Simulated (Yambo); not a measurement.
A run of Yambo 5.3.0:

The input optics6.in:

```
optics
chi
Chimod= "HARTREE"
% BndsRnXd
 1 | 33 |
%
NGsBlkXd= 6 Ry
% LongDrXd
 1 | 0 | 0 |
%
% QpntsRXd
 1 | 1 |
%
% EnRngeXd
 0 | 10 | eV
%
% DmRngeXd
 0.2 | 0.2 | eV
%
ETStpsXd= 200
```

File scf.in:

```
&CONTROL
  calculation = 'scf'
  prefix = 'pwscf'
  outdir = './tmp'
  pseudo_dir = './pseudo'
/
&SYSTEM
  ibrav = 0
  nat = 4
  ntyp = 2
  ecutwfc = 84
  nbnd = 14
  occupations = 'smearing'
  smearing = 'fd'
  degauss = 0.00367493
  force_symmorphic = .true.
/
&ELECTRONS
  conv_thr = 8d-10
  electron_maxstep = 120
  mixing_beta = 0.5
/
ATOMIC_SPECIES
N     14.0070 N.upf
B     10.8100 B.upf
CELL_PARAMETERS angstrom
   2.5539396017    0.0000000000    0.0000000000
  -1.2769698009    2.2117765748    0.0000000000
   0.0000000000    0.0000000000    4.2268550000
ATOMIC_POSITIONS angstrom
N     -0.0000000002    1.4745177166    0.5295234870
N      1.2769698010    0.7372588582    2.6429509870
B     -0.0000000002    1.4745177166    2.1122608880
B      1.2769698010    0.7372588582    4.2256883880
K_POINTS automatic
18 18 10 0 0 0
```

File nscf.in:

```
&CONTROL
  calculation = 'nscf'
  prefix = 'pwscf'
  outdir = './tmp'
  pseudo_dir = './pseudo'
/
&SYSTEM
  ibrav = 0
  nat = 4
  ntyp = 2
  ecutwfc = 84
  nbnd = 33
  occupations = 'fixed'
  force_symmorphic = .true.
/
&ELECTRONS
  conv_thr = 1d-08
  diago_full_acc = .true.
  diago_thr_init = 1d-06
/
ATOMIC_SPECIES
N     14.0070 N.upf
B     10.8100 B.upf
CELL_PARAMETERS angstrom
   2.5539396017    0.0000000000    0.0000000000
  -1.2769698009    2.2117765748    0.0000000000
   0.0000000000    0.0000000000    4.2268550000
ATOMIC_POSITIONS angstrom
N     -0.0000000002    1.4745177166    0.5295234870
N      1.2769698010    0.7372588582    2.6429509870
B     -0.0000000002    1.4745177166    2.1122608880
B      1.2769698010    0.7372588582    4.2256883880
K_POINTS automatic
18 18 10 0 0 0
```

Potentials or basis: PseudoDojo 0.4.1 SR PBEsol standard.

Launch:

```console
$ OMP_NUM_THREADS=1 pw.x -in scf.in > scf.out
$ OMP_NUM_THREADS=1 pw.x -in nscf.in > nscf.out
$ cd tmp/pwscf.save; p2y; mv SAVE ../..; cd ../..
$ OMP_NUM_THREADS=1 yambo
$ OMP_NUM_THREADS=1 yambo -F optics6.in -J optics6 -C optics6_out
```

Hardware: 1 thread of Arm Neoverse V2, with other jobs on the host.

Task: Estimate the wall time of this run.

Result: Run time: 4.2 min on 1 thread of Arm Neoverse V2, with other jobs on the host.
